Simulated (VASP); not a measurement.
# HfS2 (P-3m1) in VASP: notebook

The runs below take HfS2 through relaxation of cell and atoms, with PBE+D3(BJ).

Program: VASP 6.6.1. These are calculated values, not measurements. Logs are shortened: lines on timing, memory, paths and dates and some standing lists are left out, and cuts for length are marked.

**1. Starting point**

Symmetry: P-3m1, No. 164, trigonal system. The conventional cell has a = 3.640 Å, b = 3.640 Å, c = 6.056 Å, α = 90.00°, β = 90.00°, γ = 120.00°. Hf (site symmetry -3m) is surrounded by 6 S at 2.54 Å. S (site symmetry 3m) has 3 Hf at 2.54 Å as nearest neighbours.

The cell is a database's computed one.

**2. Relaxation of cell and atoms, PBE+D3(BJ)**

Input file INCAR:

```
SYSTEM = HfS2
PREC = Accurate ; ENCUT = 600
EDIFF = 1E-6 ; ISMEAR = 0
SIGMA = 0.03 ; LREAL = .FALSE.
LASPH = .TRUE. ; NELM = 80
ALGO = Normal ; ISIF = 3
LWAVE = .FALSE. ; LCHARG = .FALSE.
GGA = PE ; IVDW = 12
IBRION = 2 ; NSW = 90
EDIFFG = -0.01
```

Input file KPOINTS:

```
Automatic mesh
0
G
  9 9 5
  0 0 0
```

Input file POSCAR:

```
HfS2
1.0
    3.6396641800      0.0000000000      0.0000000000
   -1.8198320900      3.1520416400      0.0000000000
    0.0000000000      0.0000000000      6.0555624700
Hf S
1 2
Direct
    0.0000000000      0.0000000000      0.0000000000
    0.6666666700      0.3333333300      0.7639520500
    0.3333333300      0.6666666700      0.2360479500
```

Potentials or basis: VASP PAW PBE potentials, release 64 (Hf_pv, S).

Command:

```console
$ cat potpaw_PBE.64/Hf_pv/POTCAR potpaw_PBE.64/S/POTCAR > POTCAR
$ mpirun -np 1 vasp_std > vasp.out
```

OUTCAR:

```text
SYSTEM = HfS2
   PREC = Accurate
   ENCUT = 600
   EDIFF = 1E-6
   ISMEAR = 0
   LREAL = .FALSE.
   LASPH = .TRUE.
   NELM = 80
   ISIF = 3
   GGA = PE
   IVDW = 12
   IBRION = 2
   NSW = 90
   EDIFFG = -0.01
 IVDW          = 12

 ion  position               nearest neighbor table
   1  0.000  0.000  0.000-   2 2.54   3 2.54   3 2.54   2 2.54   2 2.54   3 2.54
   2  0.667  0.333  0.764-   1 2.54   1 2.54   1 2.54
   3  0.333  0.667  0.236-   1 2.54   1 2.54   1 2.54

  LATTYP: Found a hexagonal cell.
 ALAT       =     3.6396641800
 C/A-ratio  =     1.6637695596

  Lattice vectors:

 A1 = (   3.6396641800,   0.0000000000,   0.0000000000)
 A2 = (  -1.8198320900,   3.1520416400,   0.0000000000)
 A3 = (   0.0000000000,   0.0000000000,   6.0555624700)

Analysis of symmetry for initial positions (statically):
=====================================================================
 Subroutine PRICEL returns:
 Original cell was already a primitive cell.

 Routine SETGRP: Setting up the symmetry group for a
 hexagonal supercell.

 Subroutine GETGRP returns: Found 12 space group operations
 (whereof 12 operations were pure point group operations)
 out of a pool of 24 trial point group operations.

The static configuration has the point symmetry D_3d.

Analysis of symmetry for dynamics (positions and initial velocities):
=====================================================================
 Subroutine PRICEL returns:
 Original cell was already a primitive cell.

 Routine SETGRP: Setting up the symmetry group for a
 hexagonal supercell.

 Subroutine GETGRP returns: Found 12 space group operations
 (whereof 12 operations were pure point group operations)
 out of a pool of 24 trial point group operations.

The dynamic configuration has the point symmetry D_3d.

 Subroutine INISYM returns: Found 12 space group operations
 (whereof 12 operations are pure point group operations),
 and found     1 'primitive' translations

----------------------------------------------------------------------------------------

                                     Primitive cell

  volume of cell :      69.4717

  direct lattice vectors                    reciprocal lattice vectors
     3.639664180  0.000000000  0.000000000     0.274750623  0.158627346  0.000000000
    -1.819832090  3.152041640  0.000000000     0.000000000  0.317254692  0.000000000
     0.000000000  0.000000000  6.055562470     0.000000000  0.000000000  0.165137426

  length of vectors
     3.639664180  3.639664179  6.055562470     0.317254692  0.317254692  0.165137426

  position of ions in fractional coordinates (direct lattice)
     0.000000000  0.000000000  0.000000000
     0.666666670  0.333333330  0.763952050
     0.333333330  0.666666670  0.236047950

  ion indices of the primitive-cell ions
   primitive index   ion index
                 1           1
                 2           2
                 3           3

----------------------------------------------------------------------------------------

 KPOINTS: Automatic mesh

Automatic generation of k-mesh.
 Grid dimensions read from file:
 generate k-points for:    9    9    5

 Generating k-lattice:

  Cartesian coordinates                     Fractional coordinates (reciprocal lattice)
     0.030527847  0.017625261  0.000000000     0.111111111  0.000000000  0.000000000
     0.000000000  0.035250521  0.000000000     0.000000000  0.111111111  0.000000000
     0.000000000  0.000000000  0.033027485     0.000000000  0.000000000  0.200000000

  Length of vectors
     0.035250521  0.035250521  0.033027485

  Shift w.r.t. Gamma in fractional coordinates (k-lattice)
     0.000000000  0.000000000  0.000000000

 Subroutine IBZKPT returns following result:
 ===========================================

 Found     50 irreducible k-points:

 Following reciprocal coordinates:
            Coordinates               Weight
  0.000000  0.000000  0.000000      1.000000
  0.111111  0.000000  0.000000      6.000000
  0.222222  0.000000  0.000000      6.000000
  0.333333 -0.000000  0.000000      6.000000
  0.444444  0.000000  0.000000      6.000000
  0.111111  0.111111  0.000000      6.000000
[... 16 lines left out ...]
  0.222222  0.111111  0.200000     12.000000
 -0.111111  0.333333  0.200000     12.000000
 [... further k-points ...]
   k-points           NKPTS =     50   k-points in BZ     NKDIM =     50   number of bands    NBANDS=     15
   number of dos      NEDOS =    301   number of ions     NIONS =      3
   total plane-waves  NPLWV =  43200
   dimension x,y,z NGX =    30 NGY =   30 NGZ =   48
   dimension x,y,z NGXF=    60 NGYF=   60 NGZF=   96
   ions per type =               1   2
   NGX,Y,Z   is equivalent  to a cutoff of  13.70, 13.70, 13.18 a.u.
   NGXF,Y,Z  is equivalent  to a cutoff of  27.41, 27.41, 26.36 a.u.
 SYSTEM =  HfS2
   PREC   = accura    normal or accurate (medium, high low for compatibility)
   ISTART =      0    job   : 0-new  1-cont  2-samecut
   ICHARG =      2    charge: 1-file 2-atom 10-const
   ISPIN  =      1    spin polarized calculation?
   LNONCOLLINEAR =      F non collinear calculations
   LSORBIT =      F    spin-orbit coupling
   LASPH  =      T    aspherical Exc in radial PAW
   ENCUT  =  600.0 eV  44.10 Ry    6.64 a.u.   7.27  7.27 12.09*2*pi/ulx,y,z
   NELM   =     80;   NELMIN=  2; NELMDL= -5     # of ELM steps
   EDIFF  = 0.1E-05   stopping-criterion for ELM
   LREAL  =      F    real-space projection
   EDIFFG = -.1E-01   stopping-criterion for IOM
   NSW    =     90    number of steps for IOM
   IBRION =      2    ionic relax: 0-MD 1-quasi-New 2-CG
   NFREE  =      1    steps in history (QN), initial steepest desc. (CG)
   ISIF   =      3    stress and relaxation
   ISYM   =      2    0-nonsym 1-usesym 2-fastsym
   POTIM  = 0.5000    time-step for ionic-motion
   TEBEG  =    0.0;   TEEND  =   0.0 temperature during run
   PSTRESS=    0.0 pullay stress
   NELECT =      22.0000    total number of electrons
   NUPDOWN=      -1.0000    fix difference up-down
   EMIN   =  10.00;   EMAX   =-10.00  energy-range for DOS
   EFERMI =   0.00;   METHOD = LEGACY
   ISMEAR =     0;   SIGMA  =   0.03  broadening in eV -4-tet -1-fermi 0-gaus
   EFERMI_NEDOS =   21; number of points for ismear=-14 and -15
   IALGO  =     38    algorithm
   IMIX   =      4    mixing-type and parameters
     AMIX     =   0.40;   BMIX     =  1.00
     AMIX_MAG =   1.60;   BMIX_MAG =  1.00
  volume/ion in A,a.u.               =      23.16       156.27
  Fermi-wavevector in a.u.,A,eV,Ry     =   1.115869  2.108686 16.941474  1.245163
  Thomas-Fermi vector in A             =   2.252478
   LORBIT       =      0    0 simple, 1 ext, 2 COOP (PROOUT), +10 PAW based schemes
   GGA     = PE    functional components
   LHFCALC =     F    Hartree Fock is set to
   AEXX    =    0.0000 exact exchange contribution
   IVDW    =    12    specifies the selected vdW correction
   LEPSILON=     F    determine dielectric tensor
   LRPA    =     F    only Hartree local field effects (RPA)
 conjugate gradient relaxation of ions
 non-spin polarized calculation
 Gauss-broadening in eV      SIGMA  =   0.03
  energy-cutoff  :      600.00
  volume of cell :       69.47
 maximum number of plane-waves:      2346
 NGX is ok and might be reduce to    30
   NGX = 15   NGY = 15   NGZ = 25

--------------------------------------- Ionic step        1  -------------------------------------------

 number of electron      22.0000001 magnetization

 Free energy of the ion-electron system (eV)
  ---------------------------------------------------
  ext. energy  EPLUGINS =         0.00000000
  ---------------------------------------------------
  free energy    TOTEN  =       -22.91120183 eV

  energy without entropy =      -22.91120183  energy(sigma->0) =      -22.91120183

------------------------ aborting loop because EDIFF is reached ----------------------------------------

 Edisp (eV)   -0.94690

 E8    (eV) :    -0.4072
[... 108 lines left out ...]
  FREE ENERGIE OF THE ION-ELECTRON SYSTEM (eV)
  ---------------------------------------------------
  free  energy   TOTEN  =       -23.8645111385 eV

  energy  without entropy=      -23.8645111385  energy(sigma->0) =      -23.86451114

 E-fermi :   3.2462     XC(G=0):  -9.5448

 val. band max:        3.0935860945   @ k =   0.0000   0.0000   0.0000
 cond. band min:       4.1988892424   @ k =   0.0000   0.4444   0.4000
 fundamental gap:      1.1053031478
 Fermi energy:         3.2462248086

 k-point     1 :       0.0000    0.0000    0.0000
  band No.  band energies     occupation
      1     -27.5434      2.00000
      2     -27.4248      2.00000
      3     -27.4248      2.00000
      4      -9.9800      2.00000
      5      -8.3115      2.00000
      6      -1.6062      2.00000
      7       0.3973      2.00000
      8       0.3973      2.00000
      9       2.9861      2.00000
     10       3.0936      2.00000
     11       3.0936      2.00000
     12       5.1502      0.00000
     13       5.1502      0.00000
     14       5.7138      0.00000
[... 401 lines left out ...]
      2     -27.5165      2.00000
      3     -27.4631      2.00000
      4      -9.0853      2.00000
      5      -8.4349      2.00000
      6      -0.8200      2.00000
      7      -0.2053      2.00000
      8       0.2721      2.00000
      9       0.7231      2.00000
     10       1.6793      2.00000
     11       2.5644      2.00000
     12       5.0020      0.00000
     13       6.2342      0.00000
     14       7.2550      0.00000
     15       8.1744      0.00000

 [... further k-points ...]

[... ionic steps 4 to 10 ...]

--------------------------------------- Ionic step       11  -------------------------------------------

 number of electron      22.0000000 magnetization

------------------------ aborting loop because EDIFF is reached ----------------------------------------
[... 77 lines left out ...]
--------------------------------------- Ionic step       13  -------------------------------------------

 number of electron      22.0000001 magnetization

 Free energy of the ion-electron system (eV)
  ---------------------------------------------------
  ext. energy  EPLUGINS =         0.00000000
  ---------------------------------------------------
  free energy    TOTEN  =       -22.86051152 eV

  energy without entropy =      -22.86051152  energy(sigma->0) =      -22.86051152

 E-fermi :   3.9499     XC(G=0):  -9.8520

 val. band max:        3.7409451099   @ k =   0.0000   0.0000   0.0000
 cond. band min:       4.6481591602   @ k =   0.0000   0.4444   0.4000
 fundamental gap:      0.9072140503
 Fermi energy:         3.9499243160

 k-point     1 :       0.0000    0.0000    0.0000
  band No.  band energies     occupation
      1     -27.0702      2.00000
      2     -26.9523      2.00000
      3     -26.9523      2.00000
      4      -9.5873      2.00000
      5      -7.7684      2.00000
      6      -1.3312      2.00000
      7       0.8723      2.00000
      8       0.8723      2.00000
      9       3.5884      2.00000
     10       3.5884      2.00000
     11       3.7409      2.00000
     12       5.6357      0.00000
     13       5.6357      0.00000
     14       6.1761      0.00000
[... 401 lines left out ...]
      2     -27.0433      2.00000
      3     -26.9907      2.00000
      4      -8.6717      2.00000
      5      -7.9375      2.00000
      6      -0.4743      2.00000
      7       0.2332      2.00000
      8       0.7938      2.00000
      9       1.1587      2.00000
     10       2.1856      2.00000
     11       3.0790      2.00000
     12       5.4526      0.00000
     13       6.7209      0.00000
     14       7.7293      0.00000
     15       8.6395      0.00000

 [... further k-points ...]

------------------------ aborting loop because EDIFF is reached ----------------------------------------

 Edisp (eV)   -1.02735

 E8    (eV) :    -0.4433
[... 26 lines left out ...]
  FREE ENERGIE OF THE ION-ELECTRON SYSTEM (eV)
  ---------------------------------------------------
  free  energy   TOTEN  =       -23.8878659494 eV

  energy  without entropy=      -23.8878659494  energy(sigma->0) =      -23.88786595

 reached required accuracy - stopping structural energy minimisation
```

It took 5.5 min on 1 thread of Intel Xeon Platinum 8488C (Sapphire Rapids), shared host; peak memory 0.26 GiB.

Results:

| Property | Result |
| --- | --- |
| Free energy | -23.8879 eV |
| Relaxed volume | 21.55 Å³/atom |
| Relaxed cell | a = 3.597 Å, b = 3.597 Å, c = 5.770 Å, α = 90.00°, β = 90.00°, γ = 120.00° |
| Space group after relaxing (to 0.05 Å) | P-3m1 (No. 164) |
| Energy gained by relaxing | 9.9 meV/atom |
| Ionic steps | 13 |
| Pressure after relaxing | 0.0 GPa |
| Band gap on the k mesh | 0.91 eV, indirect (least direct gap 1.85 eV) |
| Dispersion energy per atom | -0.342 eV |

The path:
```csv
step,energy change (eV),largest force (eV/Å),pressure (GPa),volume (Å³)
1,0.0000,0.1620,-1.05,69.47
2,-0.0063,0.3158,0.69,67.96
3,-0.0064,0.2992,0.54,68.12
4,-0.0120,0.1578,0.15,67.80
5,-0.0134,0.0495,-0.13,67.56
6,-0.0167,0.0398,-0.23,67.30
7,-0.0244,0.0082,-0.52,66.52
8,-0.0259,0.0638,-0.91,64.92
9,-0.0279,0.0192,-0.73,65.70
10,-0.0287,0.1172,0.54,64.57
11,-0.0292,0.0652,0.06,64.99
12,-0.0296,0.0379,0.03,64.84
13,-0.0298,0.0014,0.02,64.65
```

Final structure:
```cif
data_structure
_symmetry_space_group_name_H-M 'P 1'
_symmetry_Int_Tables_number 1
_cell_length_a 3.5968
_cell_length_b 3.5968
_cell_length_c 5.7700
_cell_angle_alpha 90.000
_cell_angle_beta 90.000
_cell_angle_gamma 120.000
_cell_volume 64.65
loop_
_atom_site_label
_atom_site_type_symbol
_atom_site_fract_x
_atom_site_fract_y
_atom_site_fract_z
_atom_site_occupancy
Hf1 Hf 0.00000 0.00000 0.00000 1
S1 S 0.66667 0.33333 0.74784 1
S2 S 0.33333 0.66667 0.25216 1
```

Levels at points of the mesh, in eV from the valence-band top:
```csv
k point,band 9,band 10,band 11,band 12,band 13,band 14
"(0.00, 0.00, 0.00)",-0.15,-0.15,0.00,1.89,1.89,2.44
```

Caveat: spin-orbit coupling is left out, which moves the levels of the heavy elements; an odd mesh through Γ misses points on the zone boundary, where band edges often lie. Expect the measured gap to be larger: semilocal functionals such as PBE lack the derivative discontinuity.

**3. Relaxation of cell and atoms, PBE+D3(BJ)**

This run uses another cell than the first one, of 21.55 Å³/atom, 0.931 times its volume.

Input file INCAR:

```
SYSTEM = HfS2
PREC = Accurate ; ENCUT = 600
EDIFF = 1E-7 ; ISMEAR = 0
SIGMA = 0.03 ; LREAL = .FALSE.
LASPH = .TRUE. ; NELM = 80
ALGO = Normal ; ISIF = 3
LWAVE = .FALSE. ; LCHARG = .FALSE.
GGA = PE ; IVDW = 12
IBRION = 2 ; NSW = 90
EDIFFG = -0.005
```

KPOINTS is that of step 2.

Input file POSCAR:

```
HfS2                                    
1.0
    3.5968392033      0.0000000000      0.0000000000
   -1.7984196017      3.1149541223      0.0000000000
   -0.0000000000      0.0000000000      5.7700006367
  Hf              S             
     1     2
Direct
     0.0000000000000000    0.0000000000000000    0.0000000000000000
     0.6666666699999979    0.3333333300000021    0.7478435769982839
     0.3333333300000021    0.6666666699999979    0.2521564230017162
```

Potentials or basis: VASP PAW PBE potentials, release 64 (Hf_pv, S).

Command:

```console
$ cat potpaw_PBE.64/Hf_pv/POTCAR potpaw_PBE.64/S/POTCAR > POTCAR
$ mpirun -np 1 vasp_std > vasp.out
```

Run time: 1.7 min. Hardware: 1 thread of Intel Xeon Platinum 8488C (Sapphire Rapids), shared host; peak memory 0.25 GiB.

Results (log left out):

| Property | Result |
| --- | --- |
| Free energy | -23.8876 eV |
| Relaxed volume | 21.56 Å³/atom |
| Relaxed cell | a = 3.599 Å, b = 3.599 Å, c = 5.765 Å, α = 90.00°, β = 90.00°, γ = 120.00° |
| Space group after relaxing (to 0.05 Å) | P-3m1 (No. 164) |
| Energy gained by relaxing | 0.0 meV/atom |
| Ionic steps | 4 |
| Pressure after relaxing | 0.0 GPa |
| Largest force after relaxing | 0.003 eV/Å |
| Band gap on the k mesh | 0.91 eV, indirect (least direct gap 1.86 eV) |
| Dispersion energy per atom | -0.342 eV |

Forces on the atoms (eV/Å):
```
Hf   0.000  0.000  0.000
S    0.000  0.000 -0.003
S    0.000  0.000  0.003
```

Final structure:
```cif
data_structure
_symmetry_space_group_name_H-M 'P 1'
_symmetry_Int_Tables_number 1
_cell_length_a 3.5994
_cell_length_b 3.5994
_cell_length_c 5.7653
_cell_angle_alpha 90.000
_cell_angle_beta 90.000
_cell_angle_gamma 120.000
_cell_volume 64.69
loop_
_atom_site_label
_atom_site_type_symbol
_atom_site_fract_x
_atom_site_fract_y
_atom_site_fract_z
_atom_site_occupancy
Hf1 Hf 0.00000 0.00000 0.00000 1
S1 S 0.66667 0.33333 0.74789 1
S2 S 0.33333 0.66667 0.25211 1
```

Levels at points of the mesh, in eV from the valence-band top:
```
           k point  band 7  band 8  band 9  band 10  band 11  band 12  band 13  band 14  band 15
(0.00, 0.00, 0.00)   -2.88   -2.88   -0.16    -0.16     0.00     1.89     1.89     2.44     5.22
```

Caveat: spin-orbit coupling is left out, which moves the levels of the heavy elements; an odd mesh through Γ misses points on the zone boundary, where band edges often lie.
